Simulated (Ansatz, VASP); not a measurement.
# TiNCl: VASP beside Ansatz, part 2 of 4

One calculation is typed for both programs; each brings its own data sets. How far apart do they land? Of the first pair: The structure shown is frame 83 of Ansatz's trajectory.

VASP 6.6.1 and Ansatz 0.2.0.

So far: Set-up; Ansatz: dynamics, PBEsol.

**3. VASP: single point, PBEsol, pair 1**

Level of this step: PBEsol, no spin polarisation; plane waves and PAW (Ti_sv, N, Cl) (VASP).

The same cell, functional and mesh now go to VASP, with its own data sets.

Lines of VASP's logs that name or quote its potential files are left out, and so is its time.

Contents of INCAR:

```
SYSTEM = TiNCl
PREC = Accurate
ENCUT = 520
EDIFF = 1E-06
NELM = 120
ISMEAR = 0
SIGMA = 0.01
LREAL = Auto
ALGO = Normal
GGA = PS
NBANDS = 344
LASPH = .TRUE.
LORBIT = 11
LWAVE = .FALSE.
LCHARG = .FALSE.
ISIF = 2
GGA_COMPAT = .FALSE.
EFERMI = MIDGAP
NCORE = 2
```

Contents of POSCAR:

```
TiNCl
1.0
   13.5532800000      0.0000000000      0.0000000000
    0.0000000000     12.2834400000      0.0000000000
    0.0000000000      0.0000000000      7.8030000000
Ti N Cl
24 24 24
Direct
    0.0001711763      0.1665087305      0.0894784057
    0.1308834467      0.0028461083      0.9153402537
    0.0094161708      0.4954475294      0.0815968217
    0.1252759480      0.3312997011      0.8981545559
    0.9972405204      0.8375829572      0.1021530181
    0.1209080016      0.6691285177      0.9091503268
    0.2472464230      0.1682834776      0.0807381776
    0.3790078859      0.0001188592      0.9195437652
    0.2480285215      0.4995750376      0.0798923491
    0.3690840889      0.3323987417      0.8940023068
    0.2495041791      0.8250701758      0.0883250032
    0.3757245479      0.6672967833      0.9206971678
    0.4956807503      0.1774747139      0.0880174292
    0.6215395830      0.0010876432      0.9225169806
    0.5000265618      0.4905791863      0.0865051903
    0.6269773811      0.3378450988      0.8975906703
    0.4998642395      0.8229942101      0.1012559272
    0.6278332625      0.6654731899      0.9263872869
    0.7577353969      0.1760011853      0.0854158657
    0.8659675001      0.9942361423      0.9194412405
    0.7512277471      0.4918736120      0.0767268999
    0.8749099849      0.3381870225      0.8986031014
    0.7471992020      0.8267065252      0.1036524414
    0.8771308495      0.6639915203      0.9163783160
    0.1263900694      0.1641396873      0.9281302063
    0.0014977924      0.9966100701      0.0767909778
    0.1243905534      0.4979956755      0.9314622581
    0.9976094348      0.3281735410      0.0463027041
    0.1289724701      0.8293523638      0.9519031142
    0.9944441493      0.6491829650      0.0449058055
    0.3741160811      0.1709863035      0.9266692298
    0.2486409194      0.9963446722      0.0662437524
    0.3715484370      0.5000797822      0.9337818788
    0.2502641427      0.3260080238      0.0275150583
    0.3756581433      0.8247852393      0.9544277842
    0.2550821646      0.6647974834      0.0601435345
    0.6167658309      0.1756755437      0.9437395873
    0.4920875242      0.0008271299      0.0520569012
    0.6208312674      0.5055017161      0.9556837114
    0.5022621830      0.3304937379      0.0415096758
    0.6274127001      0.8327308962      0.9585287710
    0.4943157671      0.6596034987      0.0669101628
    0.8761938070      0.1703350202      0.9433423042
    0.7503202177      0.0069036036      0.0672818147
    0.8748509586      0.4978572778      0.9466743560
    0.7527476744      0.3316090607      0.0416250160
    0.8749394980      0.8372654566      0.9732154300
    0.7481805142      0.6731664745      0.0762911701
    0.1291643056      0.1869101815      0.2966166859
    0.0006876564      0.9895517868      0.7002306805
    0.1209080016      0.5124053197      0.2934127900
    0.0016232233      0.3471177455      0.6768550557
    0.1302636705      0.8306793537      0.3210431885
    0.0033069486      0.6665803716      0.6926054082
    0.3729429334      0.1786388829      0.3086761502
    0.2480949261      0.9988569977      0.7007048571
    0.3609901072      0.4978084315      0.3019223376
    0.2556429145      0.3311857265      0.6738946559
    0.3728912854      0.8235396599      0.3180956043
    0.2537540728      0.6743794898      0.6960912470
    0.6165739954      0.1689591841      0.3011790337
    0.5006094466      0.9952830803      0.6973471742
    0.6057943169      0.4975723413      0.3114955786
    0.5062538367      0.3473701178      0.6763039856
    0.6354255206      0.8347254515      0.3304626426
    0.5027196369      0.6497039917      0.6971805716
    0.8763192379      0.1900526237      0.2995001922
    0.7465720475      0.9925069850      0.7001025247
    0.8716045120      0.4907501482      0.3126617967
    0.7546365160      0.3576441127      0.6677431757
    0.8884417647      0.7986769179      0.3145456876
    0.7555292889      0.6612561302      0.6864411124
```

Contents of KPOINTS:

```
Automatic mesh
0
Gamma
1 1 1
0 0 0
```

Potentials, in the order of the species: Ti_sv, N and Cl (PBE family, release 64).

Run with:

```bash
> mpirun -np 8 vasp_gam
```

Numbers of over 12 decimals in the logs are rounded to 6 here.

The program printed:

```text
[banner, memory and clock lines left out]
running    8 mpi-ranks, on    1 nodes
[...]
|                                                                             |
|               ----> ADVICE to this user running VASP <----                  |
|                                                                             |
|     You enforced a specific xc type in the INCAR file but a different       |
|     [... a line on the potential file left out ...]
|     I HOPE YOU KNOW WHAT YOU ARE DOING!                                     |
|                                                                             |

 LDA part: xc-table for (Slater+PW92), standard interpolation
 POSCAR, INCAR and KPOINTS ok, starting setup
[...]
entering main loop
       N       E                     dE             d eps       ncg     rms          rms(c)
DAV:   1     0.100666759724E+05    0.10067E+05   -0.30772E+05   688   0.192E+03
DAV:   2     0.156322671857E+04   -0.85034E+04   -0.82401E+04   688   0.585E+02
DAV:   3    -0.444097355803E+03   -0.20073E+04   -0.18766E+04   960   0.239E+02
DAV:   4    -0.707484994305E+03   -0.26339E+03   -0.26147E+03   984   0.892E+01
[...]
DAV:  21    -0.564223943175E+03   -0.33849E-05   -0.98368E-06   832   0.872E-03    0.480E-03
DAV:  22    -0.564223945585E+03   -0.24098E-05   -0.70424E-06   736   0.627E-03    0.533E-03
DAV:  23    -0.564223946055E+03   -0.46976E-06   -0.17855E-06   464   0.430E-03
   1 F= -.56422395E+03 E0= -.56422395E+03  d E =0.000000E+00
```

From OUTCAR (step 3):

```text
  Total      -64.6752010    -71.3638882     37.1370532     -0.3801511      4.8859582      5.4318224
  in kB      -79.7668318    -88.0162903     45.8027967     -0.4688575      6.0260719      6.6993107
  external PRESSURE =     -40.6601085 kB  Pullay stress =       0.0000000 kB

 POSITION                                       TOTAL-FORCE (eV/Angst)
 -----------------------------------------------------------------------------------
      0.00232      2.04530      0.69820        -0.115801     -0.192688     -1.634357
      1.77390      0.03496      7.14240        -0.189343     -0.782828      0.955031
      0.12762      6.08580      0.63670        -1.288372     -0.536728     -0.588966
      1.69790      4.06950      7.00830        -0.156965     -0.326765      0.145277
     13.51588     10.28840      0.79710         1.370768      1.002249     -0.690875
      1.63870      8.21920      7.09410         0.838408      0.270959      0.616471
      3.35100      2.06710      0.63000         1.119784     -0.536087     -0.852367
      5.13680      0.00146      7.17520        -0.770951     -0.035569      0.292131
      3.36160      6.13650      0.62340         1.136492      0.399383     -1.530236
      5.00230      4.08300      6.97590         0.920211      0.092212      0.253979
      3.38160     10.13470      0.68920         0.203686      0.548147      0.305037
      5.09230      8.19670      7.18420         0.247518     -0.841333     -0.442133
      6.71810      2.18000      0.68680         0.333408     -0.293541     -1.304343
      8.42390      0.01336      7.19840         0.021757      0.515211      1.056515
[...]
-----------------------------------------------------------------------------------
    total drift:                               -0.029592      0.043107     -0.002849

  FREE ENERGIE OF THE ION-ELECTRON SYSTEM (eV)
  ---------------------------------------------------
  free  energy   TOTEN  =      -564.2239460549 eV

  energy  without entropy=     -564.2239460549  energy(sigma->0) =     -564.22394605

[... 3 further parts left out ...]
[key lines of the parts left out:]
E-fermi :   3.0559
```

This run has no spin polarisation, so a moment on Ti, if there is one, isn't seen.

**4. Comparison**

Known differences besides the potentials themselves: fixed occupations in Ansatz, narrow Gaussian smearing in VASP; the cutoff is 420 eV in Ansatz and 520 eV in VASP (PREC = Accurate, projectors in real space); Ansatz makes its cores anew for this functional, VASP keeps those of its PBE data sets. Total energies have different zeros and are not compared.

Forces on 10 of the 72 atoms, those with the largest forces and the largest differences (eV/Å; atoms numbered as in POSCAR):

```tsv
atom	Ansatz x, y, z	VASP x, y, z
Ti5	1.353, 1.017, -0.719	1.371, 1.002, -0.691
Ti9	1.137, 0.403, -1.549	1.136, 0.399, -1.530
Ti10	0.903, 0.076, 0.294	0.920, 0.092, 0.254
Ti12	0.246, -0.823, -0.393	0.248, -0.841, -0.442
Ti16	-0.933, -1.499, 0.280	-0.934, -1.492, 0.246
Ti24	-0.299, -0.152, 0.590	-0.332, -0.143, 0.552
N30	0.911, 1.910, -0.036	0.928, 1.927, -0.007
N42	1.199, 1.419, -0.317	1.202, 1.409, -0.297
N48	0.152, -1.560, -1.661	0.159, -1.585, -1.639
Cl51	0.343, -0.190, 1.875	0.338, -0.191, 1.880
```

The forces differ by 14 meV/Å r.m.s., which is 2.0 % of the r.m.s. force of 0.723 eV/Å (both taken over all components).

**5. Ansatz: dynamics, PBEsol**

One frame of this run of dynamics is then solved in both programs, so the motion causes no difference.

The structure compared here is frame 167 of Ansatz's trajectory.

Contents of input.yaml:

```yaml
crystal:
  lattice:
    - [13.55328, 0.0, 0.0]
    - [0.0, 12.28344, 0.0]
    - [0.0, 0.0, 7.803]
  atoms:
    - { symbol: Ti, position: [0.99727, 0.16959, 0.10241] }
    - { symbol: Ti, position: [0.12908, 0.99968, 0.89691] }
    - { symbol: "N", position: [0.1251, 0.16151, 0.94979] }
    - { symbol: "N", position: [0.00226, 0.99961, 0.05054] }
    - { symbol: Cl, position: [0.12477, 0.16777, 0.32646] }
    - { symbol: Cl, position: [0.99619, 0.99887, 0.66119] }
    - { symbol: Ti, position: [0.99927, 0.49983, 0.10146] }
    - { symbol: Ti, position: [0.12407, 0.33389, 0.89169] }
    - { symbol: "N", position: [0.12511, 0.49578, 0.94928] }
    - { symbol: "N", position: [0.00147, 0.32867, 0.04846] }
    - { symbol: Cl, position: [0.12764, 0.5016, 0.33258] }
    - { symbol: Cl, position: [0.00125, 0.33514, 0.66863] }
    - { symbol: Ti, position: [0.00053, 0.83163, 0.10216] }
    - { symbol: Ti, position: [0.12551, 0.66499, 0.90301] }
    - { symbol: "N", position: [0.12508, 0.82902, 0.95426] }
    - { symbol: "N", position: [0.00098, 0.66376, 0.05247] }
    - { symbol: Cl, position: [0.12561, 0.835, 0.32641] }
    - { symbol: Cl, position: [0.99938, 0.66338, 0.67235] }
    - { symbol: Ti, position: [0.25166, 0.16878, 0.10025] }
    - { symbol: Ti, position: [0.37001, 0.99613, 0.89823] }
    - { symbol: "N", position: [0.37337, 0.16373, 0.95635] }
    - { symbol: "N", position: [0.24809, 0.00095, 0.0519] }
    - { symbol: Cl, position: [0.37881, 0.16613, 0.32536] }
    - { symbol: Cl, position: [0.24997, 0.99887, 0.67488] }
    - { symbol: Ti, position: [0.25015, 0.50034, 0.10149] }
    - { symbol: Ti, position: [0.37916, 0.33125, 0.89564] }
    - { symbol: "N", position: [0.3753, 0.4955, 0.94068] }
    - { symbol: "N", position: [0.24494, 0.3363, 0.04395] }
    - { symbol: Cl, position: [0.37721, 0.49737, 0.32724] }
    - { symbol: Cl, position: [0.24773, 0.33387, 0.66686] }
    - { symbol: Ti, position: [0.2484, 0.83718, 0.10041] }
    - { symbol: Ti, position: [0.3731, 0.66404, 0.8955] }
    - { symbol: "N", position: [0.37441, 0.83725, 0.95018] }
    - { symbol: "N", position: [0.25158, 0.66829, 0.05017] }
    - { symbol: Cl, position: [0.37589, 0.83638, 0.33787] }
    - { symbol: Cl, position: [0.24687, 0.66821, 0.66531] }
    - { symbol: Ti, position: [0.49572, 0.16447, 0.09823] }
    - { symbol: Ti, position: [0.62515, 0.99877, 0.90371] }
    - { symbol: "N", position: [0.62503, 0.16947, 0.95169] }
    - { symbol: "N", position: [0.49979, 0.99358, 0.0533] }
    - { symbol: Cl, position: [0.62995, 0.17239, 0.32974] }
    - { symbol: Cl, position: [0.49954, 0.99875, 0.67929] }
    - { symbol: Ti, position: [0.49995, 0.50372, 0.09501] }
    - { symbol: Ti, position: [0.62784, 0.33238, 0.90323] }
    - { symbol: "N", position: [0.62503, 0.4981, 0.95114] }
    - { symbol: "N", position: [0.50471, 0.3347, 0.05087] }
    - { symbol: Cl, position: [0.62619, 0.49767, 0.33099] }
    - { symbol: Cl, position: [0.4985, 0.33479, 0.66804] }
    - { symbol: Ti, position: [0.50067, 0.83496, 0.09897] }
    - { symbol: Ti, position: [0.62588, 0.66776, 0.89586] }
    - { symbol: "N", position: [0.6235, 0.83241, 0.94873] }
    - { symbol: "N", position: [0.50137, 0.66264, 0.04676] }
    - { symbol: Cl, position: [0.63088, 0.83635, 0.32951] }
    - { symbol: Cl, position: [0.49909, 0.6649, 0.66539] }
    - { symbol: Ti, position: [0.74947, 0.16992, 0.0995] }
    - { symbol: Ti, position: [0.87702, 6.0e-05, 0.89985] }
    - { symbol: "N", position: [0.87485, 0.16307, 0.95812] }
    - { symbol: "N", position: [0.74731, 0.00214, 0.04634] }
    - { symbol: Cl, position: [0.874, 0.1671, 0.32922] }
    - { symbol: Cl, position: [0.74816, 0.99622, 0.67201] }
    - { symbol: Ti, position: [0.74676, 0.50121, 0.09563] }
    - { symbol: Ti, position: [0.87662, 0.33233, 0.9095] }
    - { symbol: "N", position: [0.87206, 0.50234, 0.95068] }
    - { symbol: "N", position: [0.7467, 0.33316, 0.04964] }
    - { symbol: Cl, position: [0.87398, 0.49982, 0.33197] }
    - { symbol: Cl, position: [0.7483, 0.33101, 0.66563] }
    - { symbol: Ti, position: [0.75147, 0.83509, 0.10162] }
    - { symbol: Ti, position: [0.87547, 0.6641, 0.90511] }
    - { symbol: "N", position: [0.87558, 0.83104, 0.94663] }
    - { symbol: "N", position: [0.74799, 0.66896, 0.04727] }
    - { symbol: Cl, position: [0.87376, 0.82784, 0.33168] }
    - { symbol: Cl, position: [0.75009, 0.66499, 0.67115] }
kpoints:
  mp_grid: { grid: [1, 1, 1] }
hamiltonian:
  xc: pbesol
scf:
  occupations: { method: fixed }
output:
  forces: true
md:
  timestep: 1.0
  n_steps: 250
  ensemble: nvt_nose_hoover
  temperature: 400
  initial_velocities: maxwell_boltzmann
  seed: 9710
```

Run with:

```bash
> ansatz run input.yaml --threads 4 --pin off --max-ram 8192MiB --backend cpu --events-out ev --progress --plain --runs-dir out
```

The program printed:

```text
[...]
Crystal: 72 atoms, lattice volume = 1299.050 Å³
Basis set: ecut = 420 eV, 25399 PW (Γ), exchange–correlation on 192×180×108 points (8 copies of the dense FFT grid, shifted against one another)
Bands: 360, of which v1, the nominal top of the filled ones, is band 288 counted from 1 (287 counted from 0)
Symmetry: 1 space group operations
k-points: 1
[...]
atom   8  Ti    -0.18747881    -0.50664166     0.30526005
[...]
atom  69  N      0.09075223     0.75874194    -0.07925990
  atom  70  N     -0.07400177     0.46318017     0.08450617
  atom  71  Cl     0.08353759    -0.17173437     0.23362248
  atom  72  Cl    -0.16462914    -0.03925152    -0.16868494
  max |Σ_I F_I| component: 5.91e-5 eV/Å
--- MD trajectory: 250 steps, t = 0.0 → 250.0 fs ---
[...]
conserved energy: peak-to-peak 3.165e-3 eV (4.396e-5 eV/atom) over 250.0 fs
[key lines of the parts left out:]
SCF converged after 10 iterations
Free energy (F): -94026.692738 eV
Fermi energy:    4.733486 eV
```

[end of part 2 of 4]

[Lines on the potential files, build, host, timing and source positions are cut from VASP's logs without a mark.]

[Logs are printed without paths, hosts, clocks, repeated set-up lines and the standing remarks that a program may print on its own settings, such as how far it seeks lower states.]

[Hosts, paths, dates, database ids (printed as entryN), source tags and the programs' standing remarks are cut or masked in the printed files.]
